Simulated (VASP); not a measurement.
# Ti (Im-3m) in VASP: a series of runs

One crystal, Ti, is run at these levels: PBEsol; tasks: single point.

Program: VASP 6.6.1. These are calculated values, not measurements. Logs are shortened: lines on timing, memory, paths and dates and some standing lists are left out, and cuts for length are marked.

### Step 1. The undisturbed crystal

Symmetry: Im-3m, No. 229, cubic system. The conventional cell has a = 3.210 Å, b = 3.210 Å, c = 3.210 Å, α = 90.00°, β = 90.00°, γ = 90.00°. Ti (site symmetry m-3m) has 8 Ti at 2.78 Å as nearest neighbours.

This isn't the form of Ti at room conditions, which is hcp.

### Step 2. Single point, PBEsol (strained and moved within a subgroup)

Input file INCAR:

```
SYSTEM = Ti
PREC = Accurate
ENCUT = 520
EDIFF = 1E-6
ISMEAR = 0
SIGMA = 0.1
LREAL = .False.
LASPH = .True.
NELM = 100
ALGO = Fast
ISIF = 2
LWAVE = .False.
LCHARG = .True.
GGA = PS
LELF = .True.
LVHAR = .True.
NBANDS = 12
```

Input file KPOINTS:

```
Automatic mesh
0
Gamma
  18 18 18
  0 0 0
```

Input file POSCAR:

```
Ti
1.0
   -1.7074276800      1.7074276800      1.7074276800
    1.5761476800     -1.5761476800      1.4448676800
    1.5761476800      1.4448676800     -1.5761476800
Ti
1
Direct
    0.0000000000      0.0000000000      0.0000000000
```

Potentials or basis: VASP PAW PBE potentials, release 64 (Ti_sv).

Command:

```bash
> cat potpaw_PBE.64/Ti_sv/POTCAR > POTCAR
> mpirun -np 1 vasp_std > vasp.out
```

OUTCAR:

```text
SYSTEM = Ti
   PREC = Accurate
   ENCUT = 520
   EDIFF = 1E-6
   ISMEAR = 0
   LREAL = .False.
   LASPH = .True.
   NELM = 100
   ISIF = 2
   GGA = PS

 ion  position               nearest neighbor table
   1  0.000  0.000  0.000-

  LATTYP: Found a trigonal (rhomboedric) cell.
 ALAT       =     2.6563368821
 COS(alpha) =    -0.2934199705

  Lattice vectors:

 A1 = (  -1.5761476800,   1.5761476800,  -1.4448676800)
 A2 = (  -1.5761476800,  -1.4448676800,   1.5761476800)
 A3 = (   1.4448676800,   1.5761476800,   1.5761476800)

Analysis of symmetry for initial positions (statically):
=====================================================================
 Subroutine PRICEL returns:
 Original cell was already a primitive cell.

 Routine SETGRP: Setting up the symmetry group for a
 trigonal (rhombohedral) supercell.

 Subroutine GETGRP returns: Found 12 space group operations
 (whereof 12 operations were pure point group operations)
 out of a pool of 12 trial point group operations.

The static configuration has the point symmetry D_3d.

Analysis of symmetry for dynamics (positions and initial velocities):
=====================================================================
 Subroutine PRICEL returns:
 Original cell was already a primitive cell.

 Routine SETGRP: Setting up the symmetry group for a
 trigonal (rhombohedral) supercell.

 Subroutine GETGRP returns: Found 12 space group operations
 (whereof 12 operations were pure point group operations)
 out of a pool of 12 trial point group operations.

The dynamic configuration has the point symmetry D_3d.

 Subroutine INISYM returns: Found 12 space group operations
 (whereof 12 operations are pure point group operations),
 and found     1 'primitive' translations

----------------------------------------------------------------------------------------

                                     Primitive cell

  volume of cell :      15.5829

  direct lattice vectors                    reciprocal lattice vectors
    -1.707427680  1.707427680  1.707427680     0.025450910  0.305563627  0.305563627
     1.576147680 -1.576147680  1.444867680     0.331014537  0.000000000  0.331014537
     1.576147680  1.444867680 -1.576147680     0.331014537  0.331014537  0.000000000

  length of vectors
     2.957351492  2.656336882  2.656336882     0.432881056  0.468125247  0.468125247

  position of ions in fractional coordinates (direct lattice)
     0.000000000  0.000000000  0.000000000

  ion indices of the primitive-cell ions
   primitive index   ion index
                 1           1

----------------------------------------------------------------------------------------

 KPOINTS: Automatic mesh

Automatic generation of k-mesh.
 Grid dimensions read from file:
 generate k-points for:   18   18   18

 Generating k-lattice:

  Cartesian coordinates                     Fractional coordinates (reciprocal lattice)
     0.001413939  0.016975757  0.016975757     0.055555556  0.000000000  0.000000000
     0.018389696  0.000000000  0.018389696     0.000000000  0.055555556  0.000000000
     0.018389696  0.018389696  0.000000000     0.000000000  0.000000000  0.055555556

  Length of vectors
     0.024048948  0.026006958  0.026006958

  Shift w.r.t. Gamma in fractional coordinates (k-lattice)
     0.000000000  0.000000000  0.000000000

 Subroutine IBZKPT returns following result:
 ===========================================

 Found    580 irreducible k-points:

 Following reciprocal coordinates:
            Coordinates               Weight
  0.000000  0.000000  0.000000      1.000000
  0.055556  0.000000  0.000000      6.000000
  0.111111  0.000000  0.000000      6.000000
  0.166667  0.000000  0.000000      6.000000
  0.222222  0.000000  0.000000      6.000000
  0.277778 -0.000000 -0.000000      6.000000
[... 16 lines left out ...]
 -0.333333  0.055556 -0.000000     12.000000
 -0.277778  0.055556  0.000000     12.000000
 [... further k-points ...]
   k-points           NKPTS =    580   k-points in BZ     NKDIM =    580   number of bands    NBANDS=     12
   number of dos      NEDOS =    301   number of ions     NIONS =      1
   total plane-waves  NPLWV =   9600
   dimension x,y,z NGX =    24 NGY =   20 NGZ =   20
   dimension x,y,z NGXF=    48 NGYF=   40 NGZF=   40
   ions per type =               1
   NGX,Y,Z   is equivalent  to a cutoff of  13.49, 12.52, 12.52 a.u.
   NGXF,Y,Z  is equivalent  to a cutoff of  26.98, 25.03, 25.03 a.u.
 SYSTEM =  Ti
   PREC   = accura    normal or accurate (medium, high low for compatibility)
   ISTART =      0    job   : 0-new  1-cont  2-samecut
   ICHARG =      2    charge: 1-file 2-atom 10-const
   ISPIN  =      1    spin polarized calculation?
   LNONCOLLINEAR =      F non collinear calculations
   LSORBIT =      F    spin-orbit coupling
   LASPH  =      T    aspherical Exc in radial PAW
   ENCUT  =  520.0 eV  38.22 Ry    6.18 a.u.   5.50  4.94  4.94*2*pi/ulx,y,z
   NELM   =    100;   NELMIN=  2; NELMDL= -5     # of ELM steps
   EDIFF  = 0.1E-05   stopping-criterion for ELM
   LREAL  =      F    real-space projection
   EDIFFG = 0.1E-04   stopping-criterion for IOM
   NSW    =      0    number of steps for IOM
   IBRION =     -1    ionic relax: 0-MD 1-quasi-New 2-CG
   NFREE  =      0    steps in history (QN), initial steepest desc. (CG)
   ISIF   =      2    stress and relaxation
   ISYM   =      2    0-nonsym 1-usesym 2-fastsym
   POTIM  = 0.5000    time-step for ionic-motion
   TEBEG  =    0.0;   TEEND  =   0.0 temperature during run
   PSTRESS=    0.0 pullay stress
   NELECT =      12.0000    total number of electrons
   NUPDOWN=      -1.0000    fix difference up-down
   EMIN   =  10.00;   EMAX   =-10.00  energy-range for DOS
   EFERMI =   0.00;   METHOD = LEGACY
   ISMEAR =     0;   SIGMA  =   0.10  broadening in eV -4-tet -1-fermi 0-gaus
   EFERMI_NEDOS =   21; number of points for ismear=-14 and -15
   IALGO  =     68    algorithm
   IMIX   =      4    mixing-type and parameters
     AMIX     =   0.40;   BMIX     =  1.00
     AMIX_MAG =   1.60;   BMIX_MAG =  1.00
  volume/ion in A,a.u.               =      15.58       105.16
  Fermi-wavevector in a.u.,A,eV,Ry     =   1.500557  2.835642 30.635851  2.251672
  Thomas-Fermi vector in A             =   2.612042
   LORBIT       =      0    0 simple, 1 ext, 2 COOP (PROOUT), +10 PAW based schemes
   GGA     = PS    functional components
   LHFCALC =     F    Hartree Fock is set to
   AEXX    =    0.0000 exact exchange contribution
   IVDW    =     0    specifies the selected vdW correction
   LEPSILON=     F    determine dielectric tensor
   LRPA    =     F    only Hartree local field effects (RPA)
 non-spin polarized calculation
 RMM-DIIS sequential band-by-band and
 Gauss-broadening in eV      SIGMA  =   0.10
  energy-cutoff  :      520.00
  volume of cell :       15.58
 maximum number of plane-waves:       431
 NGX is ok and might be reduce to    24
   NGX = 11   NGY =  9   NGZ =  9

 number of electron      11.9999998 magnetization

 Free energy of the ion-electron system (eV)
  ---------------------------------------------------
  ext. energy  EPLUGINS =         0.00000000
  ---------------------------------------------------
  free energy    TOTEN  =        -8.17226109 eV

  energy without entropy =       -8.16143299  energy(sigma->0) =       -8.16684704

 E-fermi :   9.1097     XC(G=0): -12.1498

 val. band max:        9.1077361864   @ k =   0.3889  -0.2778   0.0556
 cond. band min:       9.1172185116   @ k =   0.3333   0.2222  -0.0000
 fundamental gap:      0.0094823253
 Fermi energy:         9.1097459310

 k-point     1 :       0.0000    0.0000    0.0000
  band No.  band energies     occupation
      1     -46.9755      2.00000
      2     -22.8517      2.00000
      3     -22.6983      2.00000
      4     -22.6983      2.00000
      5       2.9787      2.00000
      6       9.5993      0.00000
      7       9.5993      0.00000
      8      11.1025      0.00000
      9      12.4194      0.00000
     10      12.4194      0.00000
     11      26.5012      0.00000
     12      26.5012      0.00000

 k-point     2 :       0.0556    0.0000    0.0000
  band No.  band energies     occupation
      1     -46.9701      2.00000
      2     -22.8671      2.00000
      3     -22.7184      2.00000
      4     -22.6986      2.00000
      5       3.0879      2.00000
      6       9.5664      0.00000
      7       9.6130      0.00000
      8      11.1266      0.00000
      9      12.3843      0.00000
     10      12.4166      0.00000
     11      26.3991      0.00000
     12      26.5775      0.00000

 k-point     3 :       0.1111    0.0000    0.0000
  band No.  band energies     occupation
      1     -46.9547      2.00000
      2     -22.9234      2.00000
      3     -22.7633      2.00000
      4     -22.6995      2.00000
      5       3.4067      2.00000
      6       9.4701      0.00000
      7       9.6214      0.00000
      8      11.2197      0.00000
      9      12.3108      0.00000
     10      12.4152      0.00000
     11      26.0100      0.00000
     12      26.7481      0.00000

 k-point     4 :       0.1667    0.0000    0.0000
  band No.  band energies     occupation
      1     -46.9309      2.00000
      2     -23.0345      2.00000
      3     -22.8057      2.00000
      4     -22.7008      2.00000
      5       3.9078      2.00000
      6       9.3195      0.00301
      7       9.5558      0.00000
      8      11.4349      0.00000
      9      12.2634      0.00000
     10      12.4310      0.00000
     11      25.1948      0.00000
     12      26.8034      0.00000

 k-point     5 :       0.2222    0.0000    0.0000
  band No.  band energies     occupation
      1     -46.9016      2.00000
      2     -23.1852      2.00000
      3     -22.8406      2.00000
      4     -22.7024      2.00000
      5       4.5407      2.00000
      6       9.1320      0.75323
      7       9.4063      0.00003
      8      11.8003      0.00000
      9      12.2791      0.00000
     10      12.4767      0.00000
     11      23.9773      0.00000
     12      26.4735      0.00000
[... 228 lines left out ...]
      1     -46.8078      2.00000
      2     -23.6405      2.00000
      3     -22.9437      2.00000
      4     -22.7239      2.00000
      5       6.3541      2.00000
      6       8.5496      2.00000
      7       9.6777      0.00000
      8      12.4527      0.00000
      9      12.8773      0.00000
     10      13.4800      0.00000
     11      19.3967      0.00000
     12      24.2165      0.00000

 k-point    22 :      -0.3889    0.0556    0.0000
  band No.  band energies     occupation
      1     -46.8298      2.00000
      2     -23.5279      2.00000
      3     -22.9280      2.00000
      4     -22.7240      2.00000
      5       6.0640      2.00000
      6       8.6671      2.00000
      7       9.3565      0.00048
      8      12.3769      0.00000
      9      12.8062      0.00000
     10      13.0859      0.00000
     11      20.5407      0.00000
     12      24.6466      0.00000

 k-point    23 :      -0.3333    0.0556   -0.0000
  band No.  band energies     occupation
      1     -46.8580      2.00000
      2     -23.3847      2.00000
      3     -22.9026      2.00000
      4     -22.7232      2.00000
      5       5.5519      2.00000
      6       8.8259      1.99994
      7       9.2111      0.15174
      8      12.2684      0.00000
      9      12.6261      0.00000
     10      12.7353      0.00000
     11      21.9437      0.00000
     12      25.2055      0.00000

 k-point    24 :      -0.2778    0.0556    0.0000
  band No.  band energies     occupation
      1     -46.8889      2.00000
      2     -23.2296      2.00000
      3     -22.8680      2.00000
      4     -22.7216      2.00000
      5       4.8979      2.00000
      6       9.0083      1.84871
      7       9.2505      0.04647
      8      12.0877      0.00000
      9      12.2684      0.00000
     10      12.6649      0.00000
     11      23.4127      0.00000
     12      25.7777      0.00000

 [... further k-points ...]

------------------------ aborting loop because EDIFF is reached ----------------------------------------

  FORCE on cell =-STRESS in cart. coord.  units (eV):
  Direction    XX          YY          ZZ          XY          YZ          ZX
  --------------------------------------------------------------------------------------
  -------------------------------------------------------------------------------------
  Total        0.6597913      0.6597913      0.6597913      0.4167124     -0.4167124      0.4167124
  in kB       67.8373703     67.8373703     67.8373703     42.8448661    -42.8448661     42.8448661
  external PRESSURE =      67.8373703 kB  Pullay stress =       0.0000000 kB

 VOLUME and BASIS-vectors are now :
 -----------------------------------------------------------------------------
  energy-cutoff  :      520.00
  volume of cell :       15.58
      direct lattice vectors                 reciprocal lattice vectors
    -1.707427680  1.707427680  1.707427680     0.025450910  0.305563627  0.305563627
     1.576147680 -1.576147680  1.444867680     0.331014537  0.000000000  0.331014537
     1.576147680  1.444867680 -1.576147680     0.331014537  0.331014537  0.000000000

 POSITION                                       TOTAL-FORCE (eV/Angst)
 -----------------------------------------------------------------------------------
      0.00000      0.00000      0.00000         0.000000     -0.000000      0.000000
 -----------------------------------------------------------------------------------
    total drift:                                0.000000      0.000000      0.000000

  FREE ENERGIE OF THE ION-ELECTRON SYSTEM (eV)
  ---------------------------------------------------
  free  energy   TOTEN  =        -8.1722610939 eV

  energy  without entropy=       -8.1614329872  energy(sigma->0) =       -8.16684704
```

It took 54 s on 1 thread of Intel Xeon 6975P-C (Granite Rapids), shared host; peak memory 0.21 GiB.

Results:

```
Free energy            : -8.1723 eV
Pressure               : 6.8 GPa
Band gap on the k mesh : none (metal or under the smearing width)
```

Stress tensor (GPa, compression positive):
```
 6.78  4.28  4.28
 4.28  6.78 -4.28
 4.28 -4.28  6.78
```

Caveat: the PAW data sets were made with another functional, which shifts forces and pressure a little.

### Step 3. Single point, PBEsol (Ti replaced by Cu, lengths x 0.895, strained and moved within the space group)

INCAR: that of step 2 with these lines changed.

```diff
@@ -1,2 +1,2 @@
-SYSTEM = Ti
+SYSTEM = Cu
 PREC = Accurate
@@ -9,3 +9,3 @@
 NELM = 100
-ALGO = Fast
+ALGO = Normal
 ISIF = 2
```

Input file KPOINTS:

```
regular mesh
0
Gamma
  20 20 20
  0 0 0
```

Input file POSCAR:

```
Cu
1.0
   -1.4259706624      1.4259706624      1.4259706624
    1.4259706624     -1.4259706624      1.4259706624
    1.4259706624      1.4259706624     -1.4259706624
Cu
1
Direct
    0.0000000000      0.0000000000      0.0000000000
```

Potentials or basis: VASP PAW PBE potentials, release 64 (Cu).

Command:

```bash
> cat potpaw_PBE.64/Cu/POTCAR > POTCAR
> mpirun -np 1 vasp_std > vasp.out
```

Run time: 16 s. Hardware: 1 thread of AMD EPYC 9R45 (Zen 5), shared host; peak memory 0.11 GiB.

It converged, with:

* Free energy: -4.2667 eV
* Pressure: -2.6 GPa
* Band gap on the k mesh: none (metal or under the smearing width)

Levels at points of the mesh, in eV from the Fermi level:
| k point | band 2 | band 3 | band 4 | band 5 | band 6 | band 7 | band 8 | band 9 |
| --- | --- | --- | --- | --- | --- | --- | --- | --- |
| (0.00, 0.00, 0.00) | -3.16 | -3.16 | -3.16 | -2.11 | -2.11 | 25.23 | 25.23 | 25.23 |
| (0.50, 0.00, 0.00) | -3.89 | -2.16 | -2.00 | -1.36 | -0.67 | 4.43 | 17.62 | 17.72 |
| (0.50, 0.50, 0.50) | -4.73 | -1.54 | -1.54 | -1.54 | 8.23 | 8.23 | 8.23 | 13.73 |

Caveat: the PAW data sets were made with another functional, which shifts forces and pressure a little.
